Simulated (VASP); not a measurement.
# Rh (Fm-3m) in VASP: notebook

Aim: see how the results for Rh move with the level of theory and the settings. Levels: PBE, PBEsol. Tasks: relaxation of cell and atoms.

Everything below comes from runs of VASP 6.6.1. Logs are shortened: lines on timing, memory, paths and dates and some standing lists are left out, and cuts for length are marked.

### Step 1. The structure

It takes space group Fm-3m (No. 225, cubic). Conventional cell: a = 3.824 Å, b = 3.824 Å, c = 3.824 Å, α = 90.00°, β = 90.00°, γ = 90.00°. Rh (site symmetry m-3m) has 12 Rh at 2.70 Å as nearest neighbours.

### Step 2. Relaxation of cell and atoms, PBE

INCAR reads:

```
SYSTEM = Rh
ALGO = Normal ; EDIFF = 1E-7
EDIFFG = -0.005 ; ENCUT = 300
GGA = PE ; IBRION = 2
ISIF = 3 ; ISMEAR = 1
LASPH = .True. ; LCHARG = .False.
LREAL = .False. ; LWAVE = .False.
NELM = 80 ; NSW = 90
PREC = Accurate ; SIGMA = 0.1
```

KPOINTS reads:

```
k-points
0
Gamma
  8 8 8
  0 0 0
```

POSCAR reads:

```
Rh                                      
1.0
    0.0000000000      1.9121682400      1.9121682400
    1.9121682400     -0.0000000000      1.9121682400
    1.9121682400      1.9121682400      0.0000000000
  Rh            
     1
Direct
     0.0000000000000000    0.0000000000000000    0.0000000000000000
```

Potentials or basis: VASP PAW PBE potentials, release 64 (Rh).

Command:

```
> cat potpaw_PBE.64/Rh/POTCAR > POTCAR
> mpirun -np 1 vasp_std > vasp.out
```

OUTCAR:

```text
SYSTEM = Rh
   EDIFF = 1E-7
   EDIFFG = -0.005
   ENCUT = 300
   GGA = PE
   IBRION = 2
   ISIF = 3
   ISMEAR = 1
   LASPH = .True.
   LREAL = .False.
   NELM = 80
   NSW = 90
   PREC = Accurate

 ion  position               nearest neighbor table
   1  0.000  0.000  0.000-

  LATTYP: Found a face centered cubic cell.
 ALAT       =     3.8243364800

  Lattice vectors:

 A1 = (   0.0000000000,   1.9121682400,   1.9121682400)
 A2 = (   1.9121682400,   0.0000000000,   1.9121682400)
 A3 = (   1.9121682400,   1.9121682400,   0.0000000000)

Analysis of symmetry for initial positions (statically):
=====================================================================
 Subroutine PRICEL returns:
 Original cell was already a primitive cell.

 Routine SETGRP: Setting up the symmetry group for a
 face centered cubic supercell.

 Subroutine GETGRP returns: Found 48 space group operations
 (whereof 48 operations were pure point group operations)
 out of a pool of 48 trial point group operations.

The static configuration has the point symmetry O_h .

Analysis of symmetry for dynamics (positions and initial velocities):
=====================================================================
 Subroutine PRICEL returns:
 Original cell was already a primitive cell.

 Routine SETGRP: Setting up the symmetry group for a
 face centered cubic supercell.

 Subroutine GETGRP returns: Found 48 space group operations
 (whereof 48 operations were pure point group operations)
 out of a pool of 48 trial point group operations.

The dynamic configuration has the point symmetry O_h .

 Subroutine INISYM returns: Found 48 space group operations
 (whereof 48 operations are pure point group operations),
 and found     1 'primitive' translations

----------------------------------------------------------------------------------------

                                     Primitive cell

  volume of cell :      13.9833

  direct lattice vectors                    reciprocal lattice vectors
     0.000000000  1.912168240  1.912168240    -0.261483268  0.261483268  0.261483268
     1.912168240  0.000000000  1.912168240     0.261483268 -0.261483268  0.261483268
     1.912168240  1.912168240  0.000000000     0.261483268  0.261483268 -0.261483268

  length of vectors
     2.704214259  2.704214259  2.704214259     0.452902305  0.452902305  0.452902305

  position of ions in fractional coordinates (direct lattice)
[... 94 lines left out ...]
   IALGO  =     38    algorithm
   IMIX   =      4    mixing-type and parameters
     AMIX     =   0.40;   BMIX     =  1.00
     AMIX_MAG =   1.60;   BMIX_MAG =  1.00
  volume/ion in A,a.u.               =      13.98        94.36
  Fermi-wavevector in a.u.,A,eV,Ry     =   1.413469  2.671069 27.183000  1.997894
  Thomas-Fermi vector in A             =   2.535111
   LORBIT       =      0    0 simple, 1 ext, 2 COOP (PROOUT), +10 PAW based schemes
   GGA     = PE    functional components
   LHFCALC =     F    Hartree Fock is set to
   AEXX    =    0.0000 exact exchange contribution
   IVDW    =     0    specifies the selected vdW correction
   LEPSILON=     F    determine dielectric tensor
   LRPA    =     F    only Hartree local field effects (RPA)
 conjugate gradient relaxation of ions
 non-spin polarized calculation
 Methfessel and Paxton  Order N= 1 SIGMA  =   0.10
  energy-cutoff  :      300.00
  volume of cell :       13.98
 maximum number of plane-waves:       174
   NGX =  7   NGY =  7   NGZ =  7

--------------------------------------- Ionic step        1  -------------------------------------------

 number of electron       9.0000000 magnetization

 Free energy of the ion-electron system (eV)
  ---------------------------------------------------
  ext. energy  EPLUGINS =         0.00000000
  ---------------------------------------------------
  free energy    TOTEN  =        -7.24870772 eV

  energy without entropy =       -7.25008958  energy(sigma->0) =       -7.24916834

------------------------ aborting loop because EDIFF is reached ----------------------------------------

  FORCE on cell =-STRESS in cart. coord.  units (eV):
  Direction    XX          YY          ZZ          XY          YZ          ZX
  --------------------------------------------------------------------------------------
  -------------------------------------------------------------------------------------
  Total       -0.0128212     -0.0128212     -0.0128212     -0.0000000      0.0000000      0.0000000
  in kB       -1.4690272     -1.4690272     -1.4690272     -0.0000000      0.0000000      0.0000000
  external PRESSURE =      -1.4690272 kB  Pullay stress =       0.0000000 kB
[... 57 lines left out ...]
--------------------------------------- Ionic step        3  -------------------------------------------

 number of electron       9.0000000 magnetization

 Free energy of the ion-electron system (eV)
  ---------------------------------------------------
  ext. energy  EPLUGINS =         0.00000000
  ---------------------------------------------------
  free energy    TOTEN  =        -7.24871253 eV

  energy without entropy =       -7.25010097  energy(sigma->0) =       -7.24917534

 E-fermi :  11.4704     XC(G=0): -13.5122

 val. band max:       11.4492709982   @ k =  -0.3750   0.2500   0.0000
 cond. band min:      11.5381808836   @ k =   0.3750   0.0000   0.0000
 fundamental gap:      0.0889098854
 Fermi energy:        11.4703703078

 k-point     1 :       0.0000    0.0000    0.0000
  band No.  band energies     occupation
      1       3.6247      2.00000
      2       8.4632      2.00000
      3       8.4632      2.00000
      4       8.4632      2.00000
      5      10.5036      2.00000
      6      10.5036      2.00000
      7      27.4583      0.00000
      8      27.6849      0.00000
[... 243 lines left out ...]
 k-point    24 :      -0.3750    0.2500    0.1250
  band No.  band energies     occupation
      1       6.5782      2.00000
      2       7.4315      2.00000
      3       8.8667      2.00000
      4       9.5155      2.00000
      5      11.8293     -0.00000
      6      16.7996      0.00000
      7      19.7572      0.00000
      8      27.4118      0.00000

 [... further k-points ...]

------------------------ aborting loop because EDIFF is reached ----------------------------------------

  FORCE on cell =-STRESS in cart. coord.  units (eV):
  Direction    XX          YY          ZZ          XY          YZ          ZX
  --------------------------------------------------------------------------------------
  -------------------------------------------------------------------------------------
  Total        0.0023738      0.0023738      0.0023738      0.0000000      0.0000000      0.0000000
  in kB        0.2721770      0.2721770      0.2721770      0.0000000      0.0000000      0.0000000
  external PRESSURE =       0.2721770 kB  Pullay stress =       0.0000000 kB
[... 16 lines left out ...]
  FREE ENERGIE OF THE ION-ELECTRON SYSTEM (eV)
  ---------------------------------------------------
  free  energy   TOTEN  =        -7.2487125300 eV

  energy  without entropy=       -7.2501009712  energy(sigma->0) =       -7.24917534

 reached required accuracy - stopping structural energy minimisation
```

CONTCAR:

```text
Rh
   1.00000000000000
     0.0000000000000000    1.9117308467835172    1.9117308467835172
     1.9117308467835172    0.0000000000000000    1.9117308467835172
     1.9117308467835172    1.9117308467835172    0.0000000000000000
  Rh
     1
Direct
     0.0000000000000000    0.0000000000000000    0.0000000000000000

  0.00000000E+00  0.00000000E+00  0.00000000E+00
```

Run time: 7.2 s. Hardware: 1 thread of Intel Xeon Platinum 8488C (Sapphire Rapids), shared host; peak memory 0.11 GiB.

Results:

| Item | Value |
| --- | --- |
| Free energy | -7.2487 eV |
| Relaxed volume | 13.97 Å³/atom |
| Relaxed cell | a = 2.704 Å, b = 2.704 Å, c = 2.704 Å, α = 60.00°, β = 60.00°, γ = 60.00° |
| Space group after relaxing (to 0.05 Å) | Fm-3m (No. 225) |
| Energy gained by relaxing | 0.0 meV/atom |
| Ionic steps | 3 |
| Pressure after relaxing | 0.0 GPa |
| Band gap on the k mesh | none (metal or under the smearing width) |

Final structure:
```yaml
crystal:
  lattice:
    - [0.00000, 1.91173, 1.91173]
    - [1.91173, 0.00000, 1.91173]
    - [1.91173, 1.91173, 0.00000]
  atoms:
    - { symbol: Rh, position: [0.00000, 0.00000, 0.00000] }
```

### Step 3. Relaxation of cell and atoms, PBE

This run uses another cell than the first one, of 13.67 Å³/atom, 0.978 times its volume.

INCAR reads:

```
SYSTEM = Rh
PREC = Accurate
ENCUT = 600
EDIFF = 1E-6
ISMEAR = 1
SIGMA = 0.1
LREAL = .FALSE.
LASPH = .TRUE.
NELM = 80
ALGO = Normal
ISIF = 3
LWAVE = .FALSE.
LCHARG = .FALSE.
GGA = PE
IBRION = 2
NSW = 90
EDIFFG = -0.01
```

KPOINTS reads:

```
Automatic mesh
0
G
  16 16 16
  0 0 0
```

POSCAR reads:

```
Rh
1.0
    0.0000000000      1.8978500000      1.8978500000
    1.8978500000      0.0000000000      1.8978500000
    1.8978500000      1.8978500000      0.0000000000
Rh
1
Direct
    0.0000000000      0.0000000000      0.0000000000
```

Potentials or basis: VASP PAW PBE potentials, release 64 (Rh_pv).

Command:

```
> cat potpaw_PBE.64/Rh_pv/POTCAR > POTCAR
> mpirun -np 1 vasp_std > vasp.out
```

OUTCAR:

```text
SYSTEM = Rh
   PREC = Accurate
   ENCUT = 600
   EDIFF = 1E-6
   ISMEAR = 1
   LREAL = .FALSE.
   LASPH = .TRUE.
   NELM = 80
   ISIF = 3
   GGA = PE
   IBRION = 2
   NSW = 90
   EDIFFG = -0.01

 ion  position               nearest neighbor table
   1  0.000  0.000  0.000-

  LATTYP: Found a face centered cubic cell.
 ALAT       =     3.7957000000

  Lattice vectors:

 A1 = (   0.0000000000,   1.8978500000,   1.8978500000)
 A2 = (   1.8978500000,   0.0000000000,   1.8978500000)
 A3 = (   1.8978500000,   1.8978500000,   0.0000000000)

Analysis of symmetry for initial positions (statically):
=====================================================================
 Subroutine PRICEL returns:
 Original cell was already a primitive cell.

[... 261 lines left out ...]
      2     -34.8279      2.00000
      3     -34.8279      2.00000
      4       3.7125      2.00000
      5       8.5375      2.00000
      6       8.5375      2.00000
      7       8.5375      2.00000
      8      10.5536      2.00000
      9      10.5536      2.00000
     10      27.5222      0.00000
     11      32.1124      0.00000
[... 309 lines left out ...]
 k-point    24 :      -0.0625    0.0625    0.0000
  band No.  band energies     occupation
      1     -34.8920      2.00000
      2     -34.8473      2.00000
      3     -34.8329      2.00000
      4       4.1165      2.00000
      5       8.3451      2.00000
      6       8.6790      2.00000
      7       8.7249      2.00000
      8      10.3744      2.00000
      9      10.5786      2.00000
     10      28.0778      0.00000
     11      31.1735      0.00000

 [... further k-points ...]

------------------------ aborting loop because EDIFF is reached ----------------------------------------

  FORCE on cell =-STRESS in cart. coord.  units (eV):
  Direction    XX          YY          ZZ          XY          YZ          ZX
  --------------------------------------------------------------------------------------
  -------------------------------------------------------------------------------------
  Total       -0.0062891     -0.0062891     -0.0062891      0.0000000      0.0000000      0.0000000
  in kB       -0.7172883     -0.7172883     -0.7172883      0.0000000      0.0000000      0.0000000
  external PRESSURE =      -0.7172883 kB  Pullay stress =       0.0000000 kB
[... 16 lines left out ...]
  FREE ENERGIE OF THE ION-ELECTRON SYSTEM (eV)
  ---------------------------------------------------
  free  energy   TOTEN  =        -7.2572636506 eV

  energy  without entropy=       -7.2569950337  energy(sigma->0) =       -7.25717411

 reached required accuracy - stopping structural energy minimisation
```

CONTCAR:

```text
Rh
   1.00000000000000
     0.0000000000000000    1.9151000113358805    1.9151000113358805
     1.9151000113358805    0.0000000000000000    1.9151000113358805
     1.9151000113358805    1.9151000113358805    0.0000000000000000
  Rh
     1
Direct
     0.0000000000000000    0.0000000000000000    0.0000000000000000

  0.00000000E+00  0.00000000E+00  0.00000000E+00
```

Wall time 26 s (1 thread of Intel Xeon Platinum 8375C at 2.90GHz (Ice Lake), shared host); peak memory 0.16 GiB.

What came out:

```yaml
Free_energy: -7.2573 eV
Relaxed_volume: 14.05 Å³/atom
Relaxed_cell: a = 2.708 Å, b = 2.708 Å, c = 2.708 Å, α = 60.00°, β = 60.00°, γ = 60.00°
Space_group_after_relaxing_to_0.05_Å: Fm-3m (No. 225)
Energy_gained_by_relaxing: 8.2 meV/atom
Ionic_steps: 3
Pressure_after_relaxing: -0.1 GPa
Band_gap_on_the_k_mesh: none (metal or under the smearing width)
```

The path:
```
step  energy change (eV)  largest force (eV/Å)  pressure (GPa)  volume (Å³)
   1              0.0000                0.0000            7.36        13.67
   2              0.0336                0.0000          -13.73        14.95
   3             -0.0082                0.0000           -0.07        14.05
```

Final structure:
```
Rh
1.0
     0.00000    1.91510    1.91510
     1.91510    0.00000    1.91510
     1.91510    1.91510    0.00000
Rh
1
Direct
  0.00000 0.00000 0.00000
```

Levels at points of the mesh, in eV from the Fermi level:
```tsv
k point	band 5	band 6	band 7	band 8	band 9	band 10
(0.00, 0.00, 0.00)	-2.96	-2.96	-2.96	-0.94	-0.94	16.03
(0.50, 0.00, 0.00)	-3.03	-3.03	0.57	0.57	0.77	8.44
(0.50, 0.50, 0.00)	-5.74	0.54	0.97	0.97	3.26	12.02
```

(Continued in part 2 of 2.)
